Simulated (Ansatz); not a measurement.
# What internal relaxation does to the elastic constants of SiO2

All numbers below come from DFT LDA, scalar-relativistic, plane waves, PAW in Ansatz. Cutoff 420 eV, 6×6×6 k-points (Γ-centred), fixed occupations. No spin polarisation.

Equilibrium structure at this level:
```
Si O
1.0
     0.00000    4.69867    7.34197
     2.34715    0.00000    7.34197
     2.34715    4.69867    0.00000
Si O
4 8
Direct
  0.56308 0.56308 0.93692
  0.31308 0.31308 0.68692
  0.68692 0.68692 0.31308
  0.93692 0.93692 0.56308
  0.62500 0.12500 0.62500
  0.62500 0.62500 0.12500
  0.62500 0.62500 0.62500
  0.12500 0.62500 0.62500
  0.18564 0.81436 0.18564
  0.81436 0.18564 0.81436
  0.43564 0.06436 0.43564
  0.06436 0.43564 0.06436
```

Clamped-ion constants (GPa, Voigt order; atoms follow the strain homogeneously):
```
293.7 100.0 166.1   0.0   0.0   0.0
100.1 296.2 163.9   0.0   0.0   0.0
166.1 163.8 229.7   0.0   0.0   0.0
  0.0   0.0   0.0 189.8   0.0   0.0
  0.0   0.0   0.0   0.0 190.3   0.0
  0.0   0.0   0.0   0.0   0.0 132.0
```

Task: What are the constants once the atoms relax in each strained cell?

Result:
```
188.4  71.7 108.8   0.0   0.0   0.0
 71.8 183.7 104.8   0.0   0.0   0.0
108.8 104.7 180.3   0.0   0.0   0.0
  0.0   0.0   0.0   1.1   0.0   0.0
  0.0   0.0   0.0   0.0 100.4   0.0
  0.0   0.0   0.0   0.0   0.0  51.0
```
The Voigt shear modulus goes from 128.4 to 48.3 GPa and the Voigt bulk modulus from 186.6 to 124.8 GPa. Relaxation subtracts ΛᵀK⁻¹Λ/V, with Λ the forces that a strain puts on the atoms and K the zone-centre force constants. At a stable cell this can only lower the diagonal constants, and it acts only for strains that share their symmetry with an optical mode; elsewhere, and where the coupling is weak, the constants hardly move.

This form isn't the usual stable structure of the compound.

Cost: 2 runs of about 14 core-minutes in all, on Intel Xeon 6975P-C (Granite Rapids) (shared hosts).